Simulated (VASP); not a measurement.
# BP in VASP 6.6.1, relaxation

INCAR

```
SIGMA = 0.02
NSW = 40
LASPH = .TRUE.
EDIFF = 1E-7
LWAVE = .FALSE.
LREAL = .FALSE.
PREC = Accurate
ISIF = 3
IBRION = 2
EDIFFG = -5E-3
ALGO = Fast
GGA = PS
ENCUT = 600
ISMEAR = -1
LCHARG = .FALSE.
NELM = 120
NBANDS = 5
```

KPOINTS

```
KPOINTS created by Atomic Simulation Environment
0
Gamma
10 10 10
0 0 0
```

POSCAR

```
B  P
 1.0000000000000000
     0.0000000000000000    2.1562587605723387    2.1562587605723387
     2.1562587605723387    0.0000000000000000    2.1562587605723387
     2.1562587605723387    2.1562587605723387    0.0000000000000000
 B   P
   1   1
Cartesian
  0.0000000000000000 -0.0000000000000000 -0.0000000000000000
  2.1562587605723387  2.1562587605723387  2.1562587605723387
```

The recommended PBE PAW datasets give the neutral cell 8 valence electrons.

Command

```
mpirun -np 1 vasp_std
```

OSZICAR

```
N       E                     dE             d eps       ncg     rms          rms(c)
DAV:   1     0.262160634687E+02    0.26216E+02   -0.43611E+03   475   0.165E+03
DAV:   2    -0.107475338009E+02   -0.36964E+02   -0.34695E+02   695   0.195E+02
DAV:   3    -0.118814253285E+02   -0.11339E+01   -0.89207E+00   585   0.371E+01
DAV:   4    -0.119024477108E+02   -0.21022E-01   -0.20891E-01   620   0.401E+00
DAV:   5    -0.119029880238E+02   -0.54031E-03   -0.54019E-03   625   0.406E-01    0.614E+00
RMM:   6    -0.117014579434E+02    0.20153E+00   -0.50317E-01   475   0.625E+00    0.346E+00
RMM:   7    -0.117017590743E+02   -0.30113E-03   -0.25250E-01   475   0.431E+00    0.107E+00
RMM:   8    -0.117000405654E+02    0.17185E-02   -0.39861E-02   471   0.217E+00    0.305E-01
RMM:   9    -0.116982865567E+02    0.17540E-02   -0.50939E-03   478   0.843E-01    0.550E-02
RMM:  10    -0.116984158174E+02   -0.12926E-03   -0.17422E-03   482   0.351E-01    0.620E-02
...
       N       E                     dE             d eps       ncg     rms          rms(c)
DAV:   1    -0.117040339803E+02   -0.19860E-02   -0.30136E-02   530   0.216E+00    0.208E-01
RMM:   2    -0.117033643807E+02    0.66960E-03   -0.99795E-04   471   0.426E-01    0.107E-01
RMM:   3    -0.117032064885E+02    0.15789E-03   -0.77344E-04   474   0.265E-01    0.242E-02
RMM:   4    -0.117031892383E+02    0.17250E-04   -0.66942E-05   473   0.110E-01    0.111E-02
RMM:   5    -0.117031861635E+02    0.30747E-05   -0.15971E-05   484   0.402E-02    0.117E-02
RMM:   6    -0.117031867164E+02   -0.55291E-06   -0.41390E-06   494   0.200E-02    0.679E-03
RMM:   7    -0.117031857954E+02    0.92107E-06   -0.50473E-06   490   0.227E-02    0.330E-03
RMM:   8    -0.117031857891E+02    0.62304E-08   -0.33929E-07   338   0.937E-03
   3 F= -.11703186E+02 E0= -.11702500E+02  d E =-.482407E-02
```

From OUTCAR

```
k-points           NKPTS =     47   k-points in BZ     NKDIM =     47   number of bands    NBANDS=      5

   NELECT =       8.0000    total number of electrons

   dimension x,y,z NGX =    24 NGY =   24 NGZ =   24
   dimension x,y,z NGXF=    48 NGYF=   48 NGZF=   48

  energy-cutoff  :      600.00
  volume of cell :       19.62
      direct lattice vectors                 reciprocal lattice vectors
    -0.000000000  2.140764772  2.140764772    -0.233561392  0.233561392  0.233561392
     2.140764772  0.000000000  2.140764772     0.233561392 -0.233561392  0.233561392
     2.140764772  2.140764772  0.000000000     0.233561392  0.233561392 -0.233561392

 k-points in reciprocal lattice and weights: KPOINTS created by Atomic Simulation Env
   0.00000000  0.00000000  0.00000000       0.001
   0.10000000  0.00000000  0.00000000       0.008
   0.20000000  0.00000000  0.00000000       0.008
   0.30000000  0.00000000  0.00000000       0.008
   0.40000000  0.00000000  0.00000000       0.008
   0.50000000  0.00000000  0.00000000       0.004
   0.10000000  0.10000000  0.00000000       0.006
   0.20000000  0.10000000  0.00000000       0.024
   ...

 E-fermi :   9.9807

 k-point     1 :       0.0000    0.0000    0.0000
  band No.  band energies     occupation
      1      -7.1770      2.00000
      2      10.0718      0.02078
      3      10.0718      0.02078
      4      10.0718      0.02078
      5      17.0648      0.00000

 k-point     2 :       0.1000    0.0000    0.0000
  band No.  band energies     occupation
      1      -6.9598      2.00000
      2       8.7629      2.00000
      3      10.0017      0.51826
      4      10.0017      0.51826
      5      17.0286      0.00000

 k-point     3 :       0.2000    0.0000    0.0000
  band No.  band energies     occupation
      1      -6.3117      2.00000
      2       6.1309      2.00000
      3       9.8934      1.97484
      4       9.8934      1.97484
      5      15.2618      0.00000

 k-point     4 :       0.3000    0.0000    0.0000
  band No.  band energies     occupation
      1      -5.2460      2.00000
      2       3.3380      2.00000
      3       9.9278      1.86729
      4       9.9278      1.86729
      5      13.4546      0.00000

 k-point     5 :       0.4000    0.0000    0.0000
  band No.  band energies     occupation
      1      -3.8142      2.00000
      2       0.7953      2.00000
      3      10.2239      0.00001
      4      10.2239      0.00001
      5      12.0392      0.00000

 k-point     6 :       0.5000    0.0000    0.0000
  band No.  band energies     occupation
      1      -2.6055      2.00000
      2      -0.7930      2.00000
      3      10.6466      0.00000
      4      10.6466      0.00000
      5      11.2358      0.00000

 k-point     7 :       0.1000    0.1000    0.0000
  band No.  band energies     occupation
      1      -6.8873      2.00000
      2       9.3238      2.00000
      3       9.3238      2.00000
      4       9.6374      2.00000
      5      15.3601      0.00000

 k-point     8 :       0.2000    0.1000    0.0000
  band No.  band energies     occupation
      1      -6.3822      2.00000
      2       7.1666      2.00000
      3       8.7828      2.00000
      4      10.0268      0.18152
      5      13.2354      0.00000

 ...

  Total        0.0013552      0.0013552      0.0013552     -0.0000000     -0.0000000      0.0000000
  in kB        0.1106577      0.1106577      0.1106577     -0.0000000     -0.0000000      0.0000000
  external PRESSURE =       0.1106577 kB  Pullay stress =       0.0000000 kB

 POSITION                                       TOTAL-FORCE (eV/Angst)
 -----------------------------------------------------------------------------------
      0.00000      0.00000      0.00000         0.000000     -0.000000     -0.000000
      2.14076      2.14076      2.14076        -0.000000      0.000000      0.000000
 -----------------------------------------------------------------------------------
    total drift:                                0.000000     -0.000000     -0.000000

  FREE ENERGIE OF THE ION-ELECTRON SYSTEM (eV)
  ---------------------------------------------------
  free  energy   TOTEN  =       -11.7031857891 eV

  energy  without entropy=      -11.7018145903  energy(sigma->0) =      -11.70250019
```

| ionic step | ΔE (meV/atom) | volume (Å³) | largest force (eV/Å) | pressure (GPa) | electronic steps |
| --- | --- | --- | --- | --- | --- |
| 1 | 0.0 | 20.05 | 0.000 | -3.50 | 14 |
| 2 | -1.8 | 19.42 | 0.000 | 1.83 | 9 |
| 3 | -2.4 | 19.62 | 0.000 | 0.01 | 8 |

It converged. Results: relaxed cell vector lengths 3.027, 3.027, 3.027 Å; relaxed cell volume 19.62 Å³.

For comparison, a separate PBEsol relaxation on usual settings, not on those above, ends at 19.62 Å³.

The run above took about 9.6 s on one core of a shared host (Intel Xeon Platinum 8488C) and held 0.13 GiB at most.
